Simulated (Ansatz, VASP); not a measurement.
# Co16Te (Te/Co(0001)) in two plane-wave programs, part 2 of 3

Aim: how closely do two programs agree when they are given the same cell, functional and k mesh? Of the first pair: The structure shown is the start of the Ansatz relaxation below; VASP solves that cell, so the two are compared at the walk's first step.

VASP 6.6.1 and Ansatz 0.2.0.

So far: The starting structure; Ansatz: relaxation, PBE.

## 3. VASP: single point, PBE, start cell, pair 1

Level of this step: PBE, spin-polarised from a ferromagnetic start; plane waves and PAW (Co, Te) (VASP).

The same cell, functional, mesh and smearing now go to VASP, with its own data sets.

Lines of VASP's logs that name or quote its potential files are left out, and so is its time.

INCAR

```
SYSTEM = Co16Te
PREC = Accurate
ENCUT = 520
EDIFF = 1E-06
NELM = 200
ISMEAR = -1
SIGMA = 0.1
LREAL = .FALSE.
ALGO = Normal
GGA = PE
NBANDS = 118
ISPIN = 2
MAGMOM = 1.81 1.74 1.74 1.41 1.82 1.75 1.68 1.85 1.82 1.75 1.68 1.85 1.82 1.75 1.68 1.85 0.07
LASPH = .TRUE.
LMAXMIX = 4
LORBIT = 11
LWAVE = .FALSE.
LCHARG = .FALSE.
ISIF = 2
LDIPOL = .TRUE.
IDIPOL = 3
DIPOL = 0.5 0.5 0.46
LVHAR = .TRUE.
GGA_COMPAT = .FALSE.
NELMDL = -8
KPAR = 4
```

POSCAR

```
Co16Te
1.0
    5.0200000000      0.0000000000      0.0000000000
    2.5100000000      4.3474475270      0.0000000000
    0.0000000000      0.0000000000     26.8005142519
Co Te
16 1
Direct
    0.3333333333      0.3333333333      0.3358144517
    0.0000000000      0.0000000000      0.4117685913
    0.3333333333      0.3333333333      0.4881321633
    0.0000000000      0.0000000000      0.5607546877
    0.3333333152      0.8333333424      0.3358144517
    0.9999999819      0.5000000091      0.4117685913
    0.3333333152      0.8333333424      0.4881321633
    0.9999999819      0.5000000091      0.5607546877
    0.8333333424      0.3333333152      0.3358144517
    0.5000000091      0.9999999819      0.4117685913
    0.8333333424      0.3333333152      0.4881321633
    0.5000000091      0.9999999819      0.5607546877
    0.8333333424      0.8333333424      0.3358144517
    0.5000000091      0.5000000091      0.4117685913
    0.8333333424      0.8333333424      0.4881321633
    0.5000000091      0.5000000091      0.5607546877
    0.0000000000      0.0000000000      0.6641855389
```

KPOINTS

```
Automatic mesh
0
Gamma
7 7 1
0 0 0
```

PAW data sets: Co and Te (PBE family, release 64).

Started as:

```sh
mpirun -np 4 vasp_std
```

Numbers of over 12 decimals in the logs are rounded to 6 here.

The log of the run:

```text
[banner, memory and clock lines left out]
running    4 mpi-ranks, on    1 nodes
 distrk:  each k-point on    1 cores,    4 groups
 distr:  one band on    1 cores,    1 groups

 POSCAR found type information on POSCAR CoTe
 POSCAR found :  2 types and      17 ions
|                                                                             |
|               ----> ADVICE to this user running VASP <----                  |
|                                                                             |
|     You have a (more or less) 'large supercell' and for larger cells it     |
|     might be more efficient to use real-space projection operators.         |
|     Therefore, try LREAL= Auto in the INCAR file.                           |
|     Mind: For very accurate calculation, you might also keep the            |
|     reciprocal projection scheme (i.e. LREAL=.FALSE.).                      |
|                                                                             |

 LDA part: xc-table for (Slater+PW92), standard interpolation
 POSCAR, INCAR and KPOINTS ok, starting setup
 FFT: planning ... GRIDC
 FFT: planning ... GRID_SOFT
 FFT: planning ... GRID
 WAVECAR not read
 entering main loop
       N       E                     dE             d eps       ncg     rms          rms(c)
DAV:   1     0.115447582889E+04    0.11545E+04   -0.61712E+04  3776   0.125E+03
DAV:   2    -0.259455157244E+02   -0.11804E+04   -0.10959E+04  3776   0.296E+02
DAV:   3    -0.123319437909E+03   -0.97374E+02   -0.86858E+02  4054   0.121E+02
DAV:   4    -0.126571772150E+03   -0.32523E+01   -0.32112E+01  4216   0.233E+01
DAV:   5    -0.126642964420E+03   -0.71192E-01   -0.71175E-01  4696   0.254E+00
DAV:   6    -0.126646538799E+03   -0.35744E-02   -0.35743E-02  5614   0.529E-01
DAV:   7    -0.126646709865E+03   -0.17107E-03   -0.17106E-03  5456   0.844E-02
DAV:   8    -0.126646715299E+03   -0.54338E-05   -0.54339E-05  5200   0.148E-02    0.407E+01
DAV:   9    -0.168486012080E+03   -0.41839E+02   -0.15616E+02  4436   0.140E+02    0.839E+01
DAV:  10    -0.172834548744E+03   -0.43485E+01   -0.12024E+02  4440   0.129E+02    0.861E+01
DAV:  11    -0.210454751551E+03   -0.37620E+02   -0.79531E+01  5392   0.117E+02    0.109E+02
DAV:  12    -0.117534296562E+03    0.92920E+02   -0.77126E+01  4806   0.508E+01    0.489E+01
DAV:  13    -0.127632238775E+03   -0.10098E+02   -0.69037E+01  4384   0.929E+01    0.592E+01
DAV:  14    -0.120324345949E+03    0.73079E+01   -0.32263E+01  4656   0.507E+01    0.532E+01
[...]
DAV:  52    -0.110256357805E+03   -0.22305E-03   -0.17355E-06  2840   0.945E-03    0.782E-03
DAV:  53    -0.110256452469E+03   -0.94664E-04   -0.80668E-07  2678   0.727E-03    0.462E-03
DAV:  54    -0.110256491521E+03   -0.39053E-04   -0.31883E-07  2610   0.519E-03    0.176E-03
DAV:  55    -0.110256513849E+03   -0.22327E-04   -0.30100E-07  2634   0.251E-03    0.114E-03
DAV:  56    -0.110256515074E+03   -0.12254E-05   -0.89574E-08  2598   0.142E-03    0.119E-03
DAV:  57    -0.110256518420E+03   -0.33463E-05   -0.53674E-08  2576   0.101E-03    0.159E-03
DAV:  58    -0.110256523873E+03   -0.54525E-05   -0.40928E-08  2556   0.109E-03    0.136E-03
DAV:  59    -0.110256524045E+03   -0.17216E-06   -0.20346E-08  2390   0.149E-03
   1 F= -.11025652E+03 E0= -.10996787E+03  d E =-.577309E+00  mag=    27.5580
```

From OUTCAR (step 3):

```text
ion  position               nearest neighbor table
   1  0.333  0.333  0.336-   6 2.50  10 2.50  14 2.50   9 2.51   5 2.51  13 2.51  13 2.51   9 2.51
                             5 2.51
   2  0.000  0.000  0.412-  13 2.50   5 2.50   9 2.50  15 2.51   7 2.51  11 2.51  10 2.51   6 2.51
                            14 2.51  14 2.51  10 2.51   6 2.51
   3  0.333  0.333  0.488-   8 2.43  12 2.43  16 2.43   6 2.51  10 2.51  14 2.51  11 2.51   7 2.51
                            15 2.51  15 2.51  11 2.51   7 2.51
   4  0.000  0.000  0.561-  15 2.43   7 2.43  11 2.43  12 2.51   8 2.51  16 2.51  16 2.51  12 2.51
                             8 2.51  17 2.77
   5  0.333  0.833  0.336-   2 2.50  14 2.50  10 2.50  13 2.51   9 2.51   1 2.51   1 2.51  13 2.51
                             9 2.51
   6  1.000  0.500  0.412-  13 2.50   9 2.50   1 2.50  15 2.51  11 2.51   3 2.51  14 2.51  10 2.51
                             2 2.51   2 2.51  14 2.51  10 2.51
   7  0.333  0.833  0.488-   4 2.43  16 2.43  12 2.43   2 2.51  14 2.51  10 2.51  15 2.51  11 2.51
                             3 2.51   3 2.51  15 2.51  11 2.51
   8  1.000  0.500  0.561-  15 2.43  11 2.43   3 2.43  16 2.51  12 2.51   4 2.51   4 2.51  16 2.51
                            12 2.51
   9  0.833  0.333  0.336-   2 2.50  14 2.50   6 2.50  13 2.51   5 2.51   1 2.51   1 2.51   5 2.51
                            13 2.51
  10  0.500  1.000  0.412-  13 2.50   5 2.50   1 2.50  15 2.51   7 2.51   3 2.51  14 2.51   6 2.51
                             2 2.51   2 2.51   6 2.51  14 2.51
  11  0.833  0.333  0.488-   4 2.43  16 2.43   8 2.43   2 2.51  14 2.51   6 2.51  15 2.51   7 2.51
                             3 2.51   3 2.51   7 2.51  15 2.51
  12  0.500  1.000  0.561-  15 2.43   7 2.43   3 2.43   8 2.51  16 2.51   4 2.51   4 2.51   8 2.51
                            16 2.51
  13  0.833  0.833  0.336-   2 2.50  10 2.50   6 2.50   5 2.51   9 2.51   1 2.51   1 2.51   5 2.51
                             9 2.51
  14  0.500  0.500  0.412-   9 2.50   5 2.50   1 2.50  11 2.51   7 2.51   3 2.51   6 2.51  10 2.51
                             2 2.51   2 2.51   6 2.51  10 2.51
  15  0.833  0.833  0.488-   4 2.43  12 2.43   8 2.43   2 2.51  10 2.51   6 2.51   7 2.51  11 2.51
                             3 2.51   3 2.51   7 2.51  11 2.51
  16  0.500  0.500  0.561-  11 2.43   7 2.43   3 2.43   8 2.51  12 2.51   4 2.51   4 2.51   8 2.51
                            12 2.51
  17  0.000  0.000  0.664-   4 2.77

  LATTYP: Found a hexagonal cell.
 ALAT       =     5.0200000000
 C/A-ratio  =     5.3387478589

 Subroutine GETGRP returns: Found  6 space group operations
 (whereof  6 operations were pure point group operations)

The static configuration has the point symmetry C_3v.

 Found      8 irreducible k-points:

   k-points           NKPTS =      8   k-points in BZ     NKDIM =      8   number of bands    NBANDS=    118

   dimension x,y,z NGX =    40 NGY =   40 NGZ =  200
   dimension x,y,z NGXF=    80 NGYF=   80 NGZF=  400

   ENCUT  =  520.0 eV  38.22 Ry    6.18 a.u.   9.33  9.33 49.83*2*pi/ulx,y,z

   NELECT =     150.0000    total number of electrons

 k-points in reciprocal lattice and weights: Automatic mesh
   0.00000000  0.00000000  0.00000000       0.020
   0.14285714 -0.00000000  0.00000000       0.122
   0.28571429  0.00000000  0.00000000       0.122
   0.42857143 -0.00000000  0.00000000       0.122
   0.28571429  0.14285714  0.00000000       0.122
   0.42857143  0.14285714  0.00000000       0.245
  -0.42857143  0.14285714  0.00000000       0.122
  -0.42857143  0.28571429  0.00000000       0.122

 dipolmoment           0.000000      0.000000      0.027518 electrons x Angstroem

 average (electrostatic) potential at core
       1 -88.3570       2 -88.4552       3 -88.4809       4 -88.3973       5 -88.3560
       6 -88.4569       7 -88.4386       8 -88.4126       9 -88.3560      10 -88.4569
      11 -88.4386      12 -88.4126      13 -88.3560      14 -88.4569      15 -88.4386
      16 -88.4126      17 -93.8178

 E-fermi :   0.1408

 spin component 1
 k-point     1 :       0.0000    0.0000    0.0000
  band No.  band energies     occupation
    ...
     84      -0.4290      0.99666
     85      -0.4290      0.99666
     86      -0.2239      0.97458
     87      -0.2239      0.97458
     88      -0.0487      0.86925
     89       1.1804      0.00003
     90       1.2225      0.00002
     91       1.2225      0.00002
     92       1.3799      0.00000
     93       1.4819      0.00000
    ...

 k-point     2 :       0.1429   -0.0000    0.0000
  band No.  band energies     occupation
    ...
     83      -0.5408      0.99890
     84      -0.5058      0.99845
     85      -0.4903      0.99819
     86      -0.4337      0.99681
     87      -0.2081      0.97037
     88       0.2384      0.27364
     89       0.4569      0.04065
     90       0.5693      0.01358
     91       1.1658      0.00004
     92       1.1792      0.00003
    ...

 k-point     3 :       0.2857    0.0000    0.0000
  band No.  band energies     occupation
    ...
     85      -0.5548      0.99905
     86      -0.5545      0.99904
     87      -0.3741      0.99422
     88      -0.2596      0.98207
     89      -0.0673      0.88900
     90       1.1136      0.00006
     91       1.1757      0.00003
     92       1.1939      0.00003
     93       1.3648      0.00000
     94       1.7595      0.00000
    ...

 k-point     4 :       0.4286   -0.0000    0.0000
  band No.  band energies     occupation
    ...
     85      -0.5538      0.99904
     86      -0.5434      0.99893
     87      -0.5205      0.99866
     88      -0.3082      0.98889
     89       0.1388      0.50483
     90       0.6721      0.00490
     91       1.2256      0.00002
     92       1.2382      0.00002
     93       1.8112      0.00000
     94       1.9045      0.00000
    ...

 k-point     5 :       0.2857    0.1429    0.0000
  band No.  band energies     occupation
    ...
     85      -0.5135      0.99856
     86      -0.3220      0.99031
     87      -0.1984      0.96744
     88       0.0135      0.78124
     89       0.0250      0.76082
     90       0.3851      0.07993
     91       0.4285      0.05329
     92       1.0107      0.00017
     93       1.8970      0.00000
     94       1.9708      0.00000
    ...

 k-point     6 :       0.4286    0.1429    0.0000
  band No.  band energies     occupation
    ...
     86      -0.5918      0.99934
     87      -0.4207      0.99637
     88      -0.3406      0.99194
     89       0.0936      0.61585
     90       0.1300      0.52679
     91       0.5464      0.01701
     92       1.0247      0.00014
     93       1.6787      0.00000
     94       2.0403      0.00000
     95       2.6732      0.00000
    ...

  Total       -9.9882752     -9.9882752    -11.6259257      0.0000000      0.0000000      0.0000000
  in kB      -27.3602392    -27.3602392    -31.8461497      0.0000000      0.0000000      0.0000000
  external PRESSURE =     -28.8555427 kB  Pullay stress =       0.0000000 kB

  energy-cutoff  :      520.00
  volume of cell :      584.90
      direct lattice vectors                 reciprocal lattice vectors
     5.020000000  0.000000000  0.000000000     0.199203187 -0.115010014  0.000000000
     2.510000000  4.347447527  0.000000000     0.000000000  0.230020028  0.000000000
     0.000000000  0.000000000 26.800514252     0.000000000  0.000000000  0.037312717

 POSITION                                       TOTAL-FORCE (eV/Angst)
 -----------------------------------------------------------------------------------
      2.51000      1.44915      9.00000        -0.000000      0.000000      0.521706
      0.00000      0.00000     11.03561        -0.000000      0.000000     -0.421445
      2.51000      1.44915     13.08219        -0.000000      0.000000     -0.012334
      0.00000      0.00000     15.02851        -0.000000      0.000000      1.397019
      3.76500      3.62287      9.00000         0.004133     -0.002386      0.522589
      6.27500      2.17372     11.03561         0.003108     -0.001794     -0.483029
      3.76500      3.62287     13.08219         0.001376     -0.000794     -0.050807
      6.27500      2.17372     15.02851        -0.010859      0.006269      0.333067
      5.02000      1.44915      9.00000        -0.000000      0.004773      0.522589
      5.02000      4.34745     11.03561        -0.000000      0.003589     -0.483029
      5.02000      1.44915     13.08219        -0.000000      0.001589     -0.050807
      5.02000      4.34745     15.02851         0.000000     -0.012539      0.333067
      6.27500      3.62287      9.00000        -0.004133     -0.002386      0.522589
      3.76500      2.17372     11.03561        -0.003108     -0.001794     -0.483029
      6.27500      3.62287     13.08219        -0.001376     -0.000794     -0.050807
      3.76500      2.17372     15.02851         0.010859      0.006269      0.333067
      0.00000      0.00000     17.80051        -0.000000      0.000000     -2.450405
 -----------------------------------------------------------------------------------
    total drift:                               -0.000000     -0.000000      0.001974

  FREE ENERGIE OF THE ION-ELECTRON SYSTEM (eV)
  ---------------------------------------------------
  free  energy   TOTEN  =      -110.2565240449 eV

  energy  without entropy=     -109.6792154322  energy(sigma->0) =     -109.96786974

 vacuum level on the upper side and lower side of the slab         5.326         5.097

 total charge
# of ion       s       p       d       tot
------------------------------------------
    1        0.471   0.385   7.218   8.073
    2        0.474   0.498   7.247   8.220
    3        0.483   0.518   7.261   8.262
    4        0.467   0.462   7.236   8.165
    5        0.471   0.385   7.217   8.073
    6        0.476   0.497   7.247   8.219
    7        0.485   0.518   7.265   8.268
    8        0.464   0.401   7.236   8.101
    9        0.471   0.385   7.217   8.073
   10        0.476   0.497   7.247   8.219
   11        0.485   0.518   7.265   8.268
   12        0.464   0.401   7.236   8.101
   13        0.471   0.385   7.217   8.073
   14        0.476   0.497   7.247   8.219
   15        0.485   0.518   7.265   8.268
   16        0.464   0.401   7.236   8.101
   17        1.403   1.809   0.009   3.220
--------------------------------------------------
tot          8.984   9.072 115.868 133.925

 magnetization (x)
# of ion       s       p       d       tot
------------------------------------------
    1       -0.011  -0.043   1.807   1.752
    2       -0.016  -0.053   1.733   1.664
    3       -0.014  -0.052   1.725   1.658
    4       -0.014  -0.038   1.673   1.621
    5       -0.011  -0.044   1.809   1.754
    6       -0.015  -0.054   1.753   1.684
    7       -0.013  -0.052   1.690   1.625
    8       -0.013  -0.039   1.857   1.805
    9       -0.011  -0.044   1.809   1.754
   10       -0.015  -0.054   1.753   1.684
   11       -0.013  -0.052   1.690   1.625
   12       -0.013  -0.039   1.857   1.805
   13       -0.011  -0.044   1.809   1.754
   14       -0.015  -0.054   1.753   1.684
   15       -0.013  -0.052   1.690   1.625
   16       -0.013  -0.039   1.857   1.805
   17        0.006   0.315  -0.000   0.320
--------------------------------------------------
tot         -0.204  -0.439  28.263  27.620

[... 6 further parts left out ...]
```

The magnetic state follows from one typed start and may not be the lowest.

## 4. Side by side

Known differences besides the potentials themselves: VASP starts from the moments at which Ansatz ended; the data sets hold 288 valence electrons in Ansatz (on its default PAW (the set named soft_2) files) and 150 in VASP; the cutoff is 420 eV in Ansatz and 520 eV in VASP. Total energies have different zeros and are not compared.

Forces on 9 of the 17 atoms, those with the largest forces and the largest differences (eV/Å; atoms numbered as in POSCAR):

```csv
atom,"Ansatz x, y, z","VASP x, y, z"
Co1,"0.000, 0.000, 0.504","0.000, 0.000, 0.522"
Co4,"0.000, 0.000, 1.440","0.000, 0.000, 1.397"
Co5,"0.006, -0.003, 0.504","0.004, -0.002, 0.523"
Co6,"0.003, -0.002, -0.491","0.003, -0.002, -0.483"
Co9,"0.000, 0.007, 0.504","0.000, 0.005, 0.523"
Co12,"0.000, -0.012, 0.359","0.000, -0.013, 0.333"
Co13,"-0.006, -0.003, 0.504","-0.004, -0.002, 0.523"
Co16,"0.010, 0.006, 0.359","0.011, 0.006, 0.333"
Te17,"0.000, 0.000, -2.443","0.000, 0.000, -2.450"
```

The forces differ by 11 meV/Å r.m.s., which is 2.4 % of the r.m.s. force of 0.449 eV/Å (both taken over all components). Moments aren't recorded for both runs of this pair, so they may hold unlike magnetic states. Where the cell holds vacuum, a pressure given here is an average over it and none of the material.

## 5. Ansatz: relaxation, PBE

This run makes the geometry at which the two programs are then compared.

The structure compared here is the end of the Ansatz relaxation.

This is the run of step 2 again, met here at its other cell.

[end of part 2 of 3]

[Lines on the potential files, build, host, timing and source positions are cut from VASP's logs without a mark.]

[Logs are printed without paths, hosts, clocks, repeated set-up lines and the standing remarks that a program may print on its own settings, such as how far it seeks lower states.]

[Hosts, paths, dates, database ids (printed as entryN), source tags and the programs' standing remarks are cut or masked in the printed files.]
